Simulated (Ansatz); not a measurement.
**MgO (Fm-3m), a vibration from a frozen displacement**

Computed with Ansatz 0.2.0, DFT r2SCAN, scalar-relativistic, plane waves, PAW. Cutoff 500 eV, Γ-centred 10×10×10 k-points, Gaussian smearing of 0.05 eV. No spin polarisation. Energies are free energies at this smearing, counted from the undisturbed cell; pressure is positive in compression.

The undisturbed cell (as given, not relaxed at this level; it stands at -7.1 GPa):

```
Mg O
1.0
     0.00000    2.13515    2.13515
     2.13515    0.00000    2.13515
     2.13515    2.13515    0.00000
Mg O
1 1
Direct
  0.00000 0.00000 0.00000
  0.50000 0.50000 0.50000
```

Every O atom is moved by x along the Cartesian unit vector (0.707, 0.707, 0.000); the cell and all other atoms stay fixed. The cell's volume is 19.47 Å³; the moved atoms weigh 15.999 u together and the others 24.305 u. Some rows repeat others by symmetry and weren't run.

```csv
x (Å),ΔE (meV/cell),total force on the moved atoms along the move (eV/Å),pressure (GPa)
-0.1000,22.53,0.4544,-6.2213
-0.0875,17.22,0.3961,-6.4200
-0.0750,12.63,0.3384,-6.5922
-0.0625,8.76,0.2811,-6.7378
-0.0500,5.60,0.2244,-6.8570
-0.0375,3.15,0.1680,-6.9497
-0.0250,1.40,0.1119,-7.0158
-0.0125,0.35,0.0559,-7.0555
0.0000,0.00,0.0000,-7.0687
0.0125,0.35,-0.0559,-7.0555
0.0250,1.40,-0.1119,-7.0158
0.0375,3.15,-0.1680,-6.9497
0.0500,5.60,-0.2244,-6.8570
0.0625,8.76,-0.2811,-6.7378
0.0750,12.63,-0.3384,-6.5922
0.0875,17.22,-0.3961,-6.4200
0.1000,22.53,-0.4544,-6.2213
```

Problem. What frequency belongs to this motion?

Solution. The force constant is k = −dF/dx = 4.469 eV/Å², from the parabola through x = -0.0125, 0 and 0.0125. In every cell the moved atoms swing against the rest, so the mass is μ = m₁m₂/(m₁ + m₂) = 9.648 u, and ν̃ = 521.5 cm⁻¹ × √(|k|/μ) = 355 cm⁻¹, at this cell's pressure of -7.1 GPa. To first order in x, and within 1 %, the force on every atom lies along the move and, within each of the two groups, in proportion to the atom's mass, so this is itself a mode at the zone centre of this cell, taken without macroscopic field (the transverse frequency in a polar insulator).

Problem. How far does the harmonic law reach?

Solution. At x = -0.100 Å, kx²/2 = 22.34 meV against the computed 22.53 meV (+0.8 %): the well is still close to harmonic there.